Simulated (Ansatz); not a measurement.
# SnTe: the cost of one run

Program: Ansatz 0.2.0. Level of theory: plane waves, PAW. These are calculated values, not measurements.

3 further runs of the same task are left out: 3 that didn't finish.

### Step 1. Starting point

Symmetry: Pm-3m, No. 221, cubic system. Conventional cell: a = 3.892 Å, b = 3.892 Å, c = 3.892 Å, α = 90.00°, β = 90.00°, γ = 90.00°. Sn (site symmetry m-3m) has 8 Te at 3.37 Å as nearest neighbours. Te (site symmetry m-3m) has 8 Sn at 3.37 Å as nearest neighbours.

As a file:

```
Sn Te
1.0
     3.89182    0.00000    0.00000
     0.00000    3.89182    0.00000
     0.00000    0.00000    3.89182
Sn Te
1 1
Direct
  0.00000 0.00000 0.00000
  0.50000 0.50000 0.50000
```

Cell and atoms come from an earlier r2SCAN relaxation. No run includes spin-orbit coupling, which matters for Sn, Te.

### Step 2. PBE, all s p, disentangled, 4×4×4

input.yaml

```yaml
crystal:
  lattice:
    - [3.8918236295, 0.0, 0.0]
    - [0.0, 3.8918236295, 0.0]
    - [0.0, 0.0, 3.8918236295]
  atoms:
    - { symbol: Sn, position: [0.0, 0.0, 0.0] }
    - { symbol: Te, position: [0.5, 0.5, 0.5] }
kpoints:
  mp_grid: { grid: [6, 6, 6] }
  band_path:
    path:
      - [[0.0, 0.0, 0.0], [4.203085007558e-53, 0.5, -2.061940330681e-36], [0.5, 0.5, -4.123880661361e-36], [0.0, 0.0, 0.0], [0.5, 0.5, 0.5], [4.203085007558e-53, 0.5, -2.061940330681e-36]]
      - [[0.5, 0.5, 0.5], [0.5, 0.5, -4.123880661361e-36]]
    npoints: 10
hamiltonian:
  xc: pbe
scf:
  occupations: { method: fermi_dirac, width: 0.02 }
  n_extra_bands: 8
output:
  forces: false
  stress: false
  eigenvalues: true
  wannier:
    kmesh: [4, 4, 4]
    projections:
      - { species: Te, l: s, shell: 5 }
      - { species: Te, l: p, shell: 5 }
      - { species: Sn, l: s, shell: 5 }
      - { species: Sn, l: p, shell: 5 }
    minimise: true
    write_hr: true
    conv_tol: 1.0e-08
    max_iter: 3000
    disentanglement: { window: [-15.46, 26.54], frozen_window: [2.54, 12.04] }
```

Started as:

```sh
$ ansatz run input.yaml --threads 4 --pin off --max-ram 3686MiB --backend cpu --events-out ev --progress --plain --runs-dir out
```

Q: Estimate wall time and peak memory on 4 threads of Intel Xeon at 2.50GHz (Skylake/Cascade Lake), shared host.

About 15 s, with a peak of 0.37 GiB.
